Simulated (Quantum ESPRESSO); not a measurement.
# AgCl (Chlorargyrite) (Fm-3m) in Quantum ESPRESSO: notebook

One crystal, AgCl (Chlorargyrite), is run at these levels: PBE, RPBE; tasks: band structure.

Program: Quantum ESPRESSO 7.5. These are calculated values, not measurements. Logs are shortened: lines on timing, memory, paths and dates and some standing lists are left out, and cuts for length are marked.

**Experimental background.**

From a printed reference work, data compilation, for a bulk crystal of AgCl: band gap 3.249 eV (indirect).

The runs below are set against these values where they give the same quantity.

### Step 1. The structure

It takes space group Fm-3m (No. 225, cubic). The conventional cell has a = 5.470 Å, b = 5.470 Å, c = 5.470 Å, α = 90.00°, β = 90.00°, γ = 90.00°. Ag (site symmetry m-3m) has 6 Cl at 2.73 Å as nearest neighbours. Cl (site symmetry m-3m) is surrounded by 6 Ag at 2.73 Å.

### Step 2. Band structure, PBE

Input file pw.in:

```
&CONTROL
  calculation = 'scf'
  prefix = 'pwscf'
  outdir = './tmp'
  pseudo_dir = './pseudo'
  tprnfor = .true.
  tstress = .true.
  disk_io = 'low'
/
&SYSTEM
  ibrav = 0
  A = 3.86787409
  nat = 2
  ntyp = 2
  ecutwfc = 70
  nbnd = 20
  occupations = 'smearing'
  smearing = 'fd'
  degauss = 0.00367493
/
&ELECTRONS
  conv_thr = 4d-10
  electron_maxstep = 120
  mixing_beta = 0.5
/
ATOMIC_SPECIES
Ag   107.8682 Ag_ONCV_PBE-1.2.upf
Cl    35.4500 Cl_ONCV_PBE-1.2.upf
CELL_PARAMETERS alat
   0.0000000000    0.7071067818    0.7071067818
   0.7071067818    0.0000000000    0.7071067818
   0.7071067818    0.7071067818    0.0000000000
ATOMIC_POSITIONS alat
Ag     0.0000000000    0.0000000000    0.0000000000
Cl     0.7071067818    0.7071067818    0.7071067818
K_POINTS automatic
8 8 8 0 0 0
```

Input file pp_density.in:

```
&INPUTPP
  prefix = 'pwscf'
  outdir = './tmp'
  filplot = 'density.dat'
  plot_num = 0
/
&PLOT
  nfile = 1
  filepp(1) = 'density.dat'
  iflag = 3
  output_format = 6
  fileout = 'density.cube'
/
```

Input file pp_potential.in:

```
&INPUTPP
  prefix = 'pwscf'
  outdir = './tmp'
  filplot = 'potential.dat'
  plot_num = 11
/
&PLOT
  nfile = 1
  filepp(1) = 'potential.dat'
  iflag = 3
  output_format = 6
  fileout = 'potential.cube'
/
```

Input file pp_elf.in:

```
&INPUTPP
  prefix = 'pwscf'
  outdir = './tmp'
  filplot = 'elf.dat'
  plot_num = 8
/
&PLOT
  nfile = 1
  filepp(1) = 'elf.dat'
  iflag = 3
  output_format = 6
  fileout = 'elf.cube'
/
```

Input file bands.in:

```
&CONTROL
  calculation = 'bands'
  prefix = 'pwscf'
  outdir = './tmp'
  pseudo_dir = './pseudo'
  disk_io = 'low'
  verbosity = 'high'
/
&SYSTEM
  ibrav = 0
  A = 3.86787409
  nat = 2
  ntyp = 2
  ecutwfc = 70
  nbnd = 20
  occupations = 'smearing'
  smearing = 'fd'
  degauss = 0.00367493
/
&ELECTRONS
  conv_thr = 1d-08
  electron_maxstep = 120
  mixing_beta = 0.5
  diago_full_acc = .true.
  startingwfc = 'random'
/
ATOMIC_SPECIES
Ag   107.8682 Ag_ONCV_PBE-1.2.upf
Cl    35.4500 Cl_ONCV_PBE-1.2.upf
CELL_PARAMETERS alat
   0.0000000000    0.7071067818    0.7071067818
   0.7071067818    0.0000000000    0.7071067818
   0.7071067818    0.7071067818    0.0000000000
ATOMIC_POSITIONS alat
Ag     0.0000000000    0.0000000000    0.0000000000
Cl     0.7071067818    0.7071067818    0.7071067818
K_POINTS crystal
60
 0.0000000000  0.0000000000  0.0000000000 1
 0.0625000000  0.0000000000  0.0625000000 1
 0.1250000000  0.0000000000  0.1250000000 1
 0.1875000000  0.0000000000  0.1875000000 1
 0.2500000000  0.0000000000  0.2500000000 1
 0.3125000000  0.0000000000  0.3125000000 1
 0.3750000000  0.0000000000  0.3750000000 1
 0.4375000000  0.0000000000  0.4375000000 1
 0.5000000000  0.0000000000  0.5000000000 1
 0.5000000000  0.0625000000  0.5625000000 1
 0.5000000000  0.1250000000  0.6250000000 1
 0.5000000000  0.1875000000  0.6875000000 1
 0.5000000000  0.2500000000  0.7500000000 1
 0.4375000000  0.3125000000  0.7500000000 1
 0.3750000000  0.3750000000  0.7500000000 1
 0.3375000000  0.3375000000  0.6750000000 1
 0.3000000000  0.3000000000  0.6000000000 1
 0.2625000000  0.2625000000  0.5250000000 1
 0.2250000000  0.2250000000  0.4500000000 1
 0.1875000000  0.1875000000  0.3750000000 1
 0.1500000000  0.1500000000  0.3000000000 1
 0.1125000000  0.1125000000  0.2250000000 1
 0.0750000000  0.0750000000  0.1500000000 1
 0.0375000000  0.0375000000  0.0750000000 1
 0.0000000000  0.0000000000  0.0000000000 1
 0.0625000000  0.0625000000  0.0625000000 1
 0.1250000000  0.1250000000  0.1250000000 1
 0.1875000000  0.1875000000  0.1875000000 1
 0.2500000000  0.2500000000  0.2500000000 1
 0.3125000000  0.3125000000  0.3125000000 1
 0.3750000000  0.3750000000  0.3750000000 1
 0.4375000000  0.4375000000  0.4375000000 1
 0.5000000000  0.5000000000  0.5000000000 1
 0.5250000000  0.4500000000  0.5250000000 1
 0.5500000000  0.4000000000  0.5500000000 1
 0.5750000000  0.3500000000  0.5750000000 1
 0.6000000000  0.3000000000  0.6000000000 1
 0.6250000000  0.2500000000  0.6250000000 1
 0.5833333333  0.2500000000  0.6666666667 1
 0.5416666667  0.2500000000  0.7083333333 1
 0.5000000000  0.2500000000  0.7500000000 1
 0.5000000000  0.2857142857  0.7142857143 1
 0.5000000000  0.3214285714  0.6785714286 1
 0.5000000000  0.3571428571  0.6428571429 1
 0.5000000000  0.3928571429  0.6071428571 1
 0.5000000000  0.4285714286  0.5714285714 1
 0.5000000000  0.4642857143  0.5357142857 1
 0.5000000000  0.5000000000  0.5000000000 1
 0.4821428571  0.4821428571  0.5357142857 1
 0.4642857143  0.4642857143  0.5714285714 1
 0.4464285714  0.4464285714  0.6071428571 1
 0.4285714286  0.4285714286  0.6428571429 1
 0.4107142857  0.4107142857  0.6785714286 1
 0.3928571429  0.3928571429  0.7142857143 1
 0.3750000000  0.3750000000  0.7500000000 1
 0.6250000000  0.2500000000  0.6250000000 1
 0.5937500000  0.1875000000  0.5937500000 1
 0.5625000000  0.1250000000  0.5625000000 1
 0.5312500000  0.0625000000  0.5312500000 1
 0.5000000000  0.0000000000  0.5000000000 1
```

Potentials or basis: SG15 PBE 1.2.

Run with:

```bash
$ OMP_NUM_THREADS=1 pw.x -in pw.in > pw.out
$ OMP_NUM_THREADS=1 pp.x -in pp_density.in > pp_density.out
$ OMP_NUM_THREADS=1 pp.x -in pp_potential.in > pp_potential.out
$ OMP_NUM_THREADS=1 pp.x -in pp_elf.in > pp_elf.out
$ OMP_NUM_THREADS=1 pw.x -in bands.in > bands.out
```

pw.out:

```text
This program is part of the open-source Quantum ESPRESSO suite
     for quantum simulation of materials; please cite
[... 9 lines left out ...]
     --------------------
     sticks:   dense  smooth     PW     G-vecs:    dense   smooth      PW
     Sum        1039    1039    313                22075    22075    3527

     Using Slab Decomposition

     bravais-lattice index     =            0
     lattice parameter (alat)  =       7.3092  a.u.
     unit-cell volume          =     276.1205 (a.u.)^3
     number of atoms/cell      =            2
     number of atomic types    =            2
     number of electrons       =        26.00
     number of Kohn-Sham states=           20
     kinetic-energy cutoff     =      70.0000  Ry
     charge density cutoff     =     280.0000  Ry
     scf convergence threshold =      4.0E-10
     mixing beta               =       0.5000
     number of iterations used =            8  plain     mixing
     Exchange-correlation= PBE
                           (   1   4   3   4   0   0   0)

     celldm(1)=   7.309223  celldm(2)=   0.000000  celldm(3)=   0.000000
     celldm(4)=   0.000000  celldm(5)=   0.000000  celldm(6)=   0.000000

     crystal axes: (cart. coord. in units of alat)
               a(1) = (   0.000000   0.707107   0.707107 )
               a(2) = (   0.707107   0.000000   0.707107 )
               a(3) = (   0.707107   0.707107   0.000000 )

     reciprocal axes: (cart. coord. in units 2 pi/alat)
               b(1) = ( -0.707107  0.707107  0.707107 )
               b(2) = (  0.707107 -0.707107  0.707107 )
               b(3) = (  0.707107  0.707107 -0.707107 )

     PseudoPot. # 1 for Ag read from file:
     Ag_ONCV_PBE-1.2.upf
     Pseudo is Norm-conserving, Zval = 19.0
     Generated using ONCVPSP code by D. R. Hamann
     Using radial grid of  602 points,  6 beta functions with:
                l(1) =   0
                l(2) =   0
                l(3) =   1
                l(4) =   1
                l(5) =   2
                l(6) =   2

     PseudoPot. # 2 for Cl read from file:
     Cl_ONCV_PBE-1.2.upf
     Pseudo is Norm-conserving, Zval =  7.0
     Generated using ONCVPSP code by D. R. Hamann
     Using radial grid of  602 points,  4 beta functions with:
                l(1) =   0
                l(2) =   0
                l(3) =   1
                l(4) =   1

     atomic species   valence    mass     pseudopotential
     Ag               19.00   107.86820     Ag( 1.00)
     Cl                7.00    35.45000     Cl( 1.00)

     48 Sym. Ops., with inversion, found

   Cartesian axes

     site n.     atom                  positions (alat units)
         1        Ag     tau(   1) = (   0.0000000   0.0000000   0.0000000  )
         2        Cl     tau(   2) = (   0.7071068   0.7071068   0.7071068  )

     number of k points=    29  Fermi-Dirac smearing, width (Ry)=  0.0037
                       cart. coord. in units 2pi/alat
        k(    1) = (   0.0000000   0.0000000   0.0000000), wk =   0.0039062
        k(    2) = (   0.0883883   0.0883883  -0.0883883), wk =   0.0312500
        k(    3) = (   0.1767767   0.1767767  -0.1767767), wk =   0.0312500
        k(    4) = (   0.2651650   0.2651650  -0.2651650), wk =   0.0312500
        k(    5) = (  -0.3535534  -0.3535534   0.3535534), wk =   0.0156250
        k(    6) = (   0.1767767   0.0000000   0.0000000), wk =   0.0234375
[... 21 lines left out ...]
        k(   28) = (  -0.7071068   0.1767767   0.0000000), wk =   0.0468750
        k(   29) = (  -0.7071068   0.3535534   0.0000000), wk =   0.0234375

     Dense  grid:    22075 G-vectors     FFT dimensions: (  40,  40,  40)

     Initial potential from superposition of free atoms

     starting charge      25.9563, renormalised to      26.0000
     Starting wfcs are random

     Self-consistent Calculation

     iteration #  1     ecut=    70.00 Ry     beta= 0.50
     Davidson diagonalization with overlap
     ethr =  1.00E-02,  avg # of iterations =  9.0

     Threshold (ethr) on eigenvalues was too large:
     Diagonalizing with lowered threshold

     Davidson diagonalization with overlap
     ethr =  3.69E-04,  avg # of iterations =  2.8

     total energy              =    -317.86769324 Ry
     estimated scf accuracy    <       0.10804815 Ry

     iteration #  2     ecut=    70.00 Ry     beta= 0.50
     Davidson diagonalization with overlap
     ethr =  4.16E-04,  avg # of iterations =  2.1
[... 43 lines left out ...]
     total energy              =    -317.89218901 Ry
     estimated scf accuracy    <          3.2E-09 Ry

     iteration #  9     ecut=    70.00 Ry     beta= 0.50
     Davidson diagonalization with overlap
     ethr =  1.24E-11,  avg # of iterations =  2.0

     End of self-consistent calculation

          k = 0.0000 0.0000 0.0000 (  2733 PWs)   bands (ev):

   -80.9964 -44.4908 -44.4908 -44.4908  -6.3865   6.3703   6.3703   6.3703
     6.4195   6.4195   6.5352   6.5352   6.5352   9.9517  19.9565  19.9565
    19.9565  21.4095  22.6365  22.6365

          k = 0.0884 0.0884-0.0884 (  2725 PWs)   bands (ev):

   -80.9963 -44.4913 -44.4909 -44.4909  -6.3191   5.6486   5.7018   5.7018
     6.4297   6.4297   6.6913   7.3258   7.3258  10.6846  18.5591  19.6395
    19.6395  21.2417  21.2417  21.9209
[... 13 lines left out ...]
          k =-0.3536-0.3536 0.3536 (  2764 PWs)   bands (ev):

   -80.9962 -44.4943 -44.4913 -44.4913  -5.8875   3.4403   4.5772   4.5772
     6.7684   6.7684   7.1077   8.9890   8.9890  13.2039  15.8081  16.7255
    16.7255  22.7663  22.9171  22.9171

          k = 0.1768 0.0000 0.0000 (  2722 PWs)   bands (ev):

   -80.9963 -44.4913 -44.4910 -44.4910  -6.2993   5.1352   6.0019   6.0019
     6.3174   6.4489   6.9072   6.9072   7.3492  10.9806  18.8639  19.1073
    19.4790  19.4790  23.1432  23.1829

          k = 0.2652 0.0884-0.0884 (  2732 PWs)   bands (ev):

   -80.9963 -44.4922 -44.4912 -44.4911  -6.1701   4.5348   5.4187   5.4939
     6.3918   6.5875   6.9222   7.4169   7.9653  12.0942  17.1263  17.9194
    18.9222  20.0484  22.6687  23.2636
[... 19 lines left out ...]
          k =-0.0884-0.2652 0.2652 (  2735 PWs)   bands (ev):

   -80.9963 -44.4930 -44.4915 -44.4911  -6.0516   4.1583   4.7968   5.1705
     6.5783   6.6758   6.9900   7.6578   8.7383  12.8851  16.2489  17.3554
    17.7623  20.8879  22.9370  23.0810

          k = 0.0000-0.1768 0.1768 (  2745 PWs)   bands (ev):

   -80.9963 -44.4919 -44.4912 -44.4909  -6.2200   4.8860   5.1854   5.6975
     6.4595   6.5622   7.0245   7.0247   8.1169  11.6159  17.8900  18.0301
    19.0834  20.2279  22.1310  22.9647

          k = 0.3536 0.0000 0.0000 (  2706 PWs)   bands (ev):

   -80.9963 -44.4924 -44.4915 -44.4915  -6.1037   4.2605   5.7468   5.7468
     6.1910   6.5206   7.1097   7.1097   7.5824  12.5520  16.5026  17.8197
    19.3269  19.3269  23.6552  25.4379

          k = 0.4419 0.0884-0.0884 (  2739 PWs)   bands (ev):

   -80.9962 -44.4932 -44.4918 -44.4917  -5.9857   4.0981   5.2682   5.3860
     6.3106   6.7312   7.0342   7.3523   7.8466  12.7356  16.1294  17.3017
    19.1293  20.1228  23.8576  24.9918
[... 7 lines left out ...]
          k =-0.0884-0.4419 0.4419 (  2723 PWs)   bands (ev):

   -80.9962 -44.4936 -44.4926 -44.4916  -5.8601   3.9550   4.6957   4.7032
     6.6969   6.7647   7.0547   7.5820   8.5772  13.8713  15.0951  17.0586
    17.8458  22.0272  22.1630  24.9322

          k = 0.0000-0.3536 0.3536 (  2720 PWs)   bands (ev):

   -80.9962 -44.4933 -44.4923 -44.4913  -5.9313   3.9217   4.6548   5.0088
     6.6588   6.7610   7.1911   7.2506   8.9102  14.1137  15.0619  16.8315
    17.5609  21.1587  23.4758  25.1538

          k = 0.5303 0.0000 0.0000 (  2730 PWs)   bands (ev):

   -80.9962 -44.4936 -44.4920 -44.4920  -5.9362   4.1759   5.7093   5.7093
     6.0662   6.5932   7.0133   7.0133   7.3622  11.9551  17.0595  17.2301
    20.0545  20.0545  24.3864  25.2834

          k =-0.0884-0.6187 0.6187 (  2730 PWs)   bands (ev):

   -80.9962 -44.4938 -44.4923 -44.4921  -5.8791   4.3421   5.2256   5.3970
     6.2779   6.8509   6.9515   7.1463   7.2677  11.9034  16.8855  17.4466
    19.9665  20.6213  24.0740  24.6576

          k = 0.0000-0.5303 0.5303 (  2726 PWs)   bands (ev):

   -80.9962 -44.4935 -44.4929 -44.4919  -5.8476   4.5178   4.5542   4.9745
     6.5186   6.8330   7.0204   7.2369   7.8675  12.6847  16.3325  17.2542
    19.0089  20.8750  22.8751  25.1917

          k =-0.7071 0.0000 0.0000 (  2762 PWs)   bands (ev):

   -80.9962 -44.4941 -44.4922 -44.4922  -5.8771   4.3998   5.7491   5.7491
     6.0151   6.6235   6.8972   6.8972   7.0163  11.4012  17.0428  17.8145
    20.7857  20.7857  24.3584  24.3584

          k = 0.3536 0.1768 0.0000 (  2742 PWs)   bands (ev):

   -80.9963 -44.4929 -44.4917 -44.4913  -6.0463   4.1626   5.0113   5.3910
     6.4713   6.6944   7.1489   7.1605   8.3846  12.9823  16.0664  17.2199
    18.5635  20.2384  23.3679  24.6923

          k =-0.2652-0.4419 0.6187 (  2729 PWs)   bands (ev):

   -80.9962 -44.4936 -44.4921 -44.4915  -5.9172   3.9423   4.7015   4.9686
     6.6021   6.7785   7.0536   7.5983   8.5810  13.7187  15.1827  17.0363
    17.9520  21.1906  23.6060  24.4538
[... 13 lines left out ...]
          k =-0.0884-0.4419 0.6187 (  2728 PWs)   bands (ev):

   -80.9962 -44.4935 -44.4927 -44.4920  -5.8499   4.3384   4.6760   4.9159
     6.6221   6.8224   6.9820   7.2897   7.8783  13.1010  16.1856  17.1188
    18.2090  21.6424  23.1434  24.5925

          k = 0.0000-0.3536 0.5303 (  2733 PWs)   bands (ev):

   -80.9962 -44.4934 -44.4929 -44.4918  -5.8552   4.1357   4.7122   4.8043
     6.7346   6.7453   7.0745   7.2273   8.2829  13.7285  15.5533  16.8937
    18.0016  21.9137  22.4026  25.3488

          k =-0.7071 0.1768 0.0000 (  2722 PWs)   bands (ev):

   -80.9962 -44.4938 -44.4925 -44.4922  -5.8567   4.4802   4.9809   5.2265
     6.5115   6.8962   6.8974   6.9215   7.4203  12.1566  16.8934  17.4905
    18.9727  21.4707  23.8453  24.3411

          k =-0.7071 0.3536 0.0000 (  2740 PWs)   bands (ev):

   -80.9962 -44.4931 -44.4931 -44.4922  -5.8361   4.5387   4.7479   4.7479
     6.8617   6.8617   6.8976   6.9169   7.7225  13.3271  16.9763  16.9763
    17.1397  22.7752  22.7752  24.3233

     the Fermi energy is     9.5471 ev

!    total energy              =    -317.89218901 Ry
     estimated scf accuracy    <          3.6E-10 Ry
     smearing contrib. (-TS)   =      -0.00000010 Ry
     internal energy E=F+TS    =    -317.89218891 Ry

     The total energy is F=E-TS. E is the sum of the following terms:
     one-electron contribution =    -167.94466876 Ry
     hartree contribution      =      93.00737783 Ry
     xc contribution           =     -33.05802483 Ry
     ewald contribution        =    -209.89687316 Ry

     convergence has been achieved in   9 iterations

     Forces acting on atoms (cartesian axes, Ry/au):

     atom    1 type  1   force =    -0.00000000    0.00000000   -0.00000000
     atom    2 type  2   force =     0.00000000   -0.00000000    0.00000000

     Total force =     0.000000     Total SCF correction =     0.000000

     Computing stress (Cartesian axis) and pressure

          total   stress  (Ry/bohr**3)                   (kbar)     P=       41.64
   0.00028309  -0.00000000  -0.00000000           41.64       -0.00       -0.00
  -0.00000000   0.00028309  -0.00000000           -0.00       41.64       -0.00
  -0.00000000  -0.00000000   0.00028309           -0.00       -0.00       41.64

=------------------------------------------------------------------------------=
   JOB DONE.
=------------------------------------------------------------------------------=
```

It took 69 s on 1 thread of Arm Neoverse V1, shared host; peak memory 0.1 GiB.

What came out:

```yaml
Free_energy: -4325.1436 eV
Pressure: 4.2 GPa
Band_gap_on_the_k_mesh: 0.96 eV, indirect (least direct gap 3.36 eV)
Band_gap_along_the_path: 0.96 eV, indirect (least direct gap 3.19 eV)
```

Levels at the corners of the path, in eV from the valence-band top:
| point | band 11 | band 12 | band 13 | band 14 | band 15 | band 16 |
| --- | --- | --- | --- | --- | --- | --- |
| Γ | -2.45 | -2.45 | -2.45 | 0.96 | 10.97 | 10.97 |
| X | -2.09 | -2.09 | -1.97 | 2.41 | 8.05 | 8.83 |
| W | -2.09 | -2.07 | -1.27 | 4.34 | 7.99 | 7.99 |
| K | -1.97 | -1.75 | -1.12 | 3.70 | 7.34 | 8.27 |
| Γ | -2.45 | -2.45 | -2.45 | 0.96 | 10.97 | 10.97 |
| L | -1.88 | 0.00 | 0.00 | 4.22 | 6.82 | 7.74 |
| U | -1.97 | -1.75 | -1.12 | 3.70 | 7.34 | 8.27 |
| W | -2.09 | -2.07 | -1.27 | 4.34 | 7.99 | 7.99 |
| L | -1.88 | 0.00 | 0.00 | 4.22 | 6.82 | 7.74 |
| K | -1.97 | -1.75 | -1.12 | 3.70 | 7.34 | 8.27 |
| U | -1.97 | -1.75 | -1.12 | 3.70 | 7.34 | 8.27 |
| X | -2.09 | -2.09 | -1.97 | 2.41 | 8.05 | 8.83 |

Caveat: this potential file gives levels or pressures that part from those of other sets.

(Part 1 of 2 ends here.)
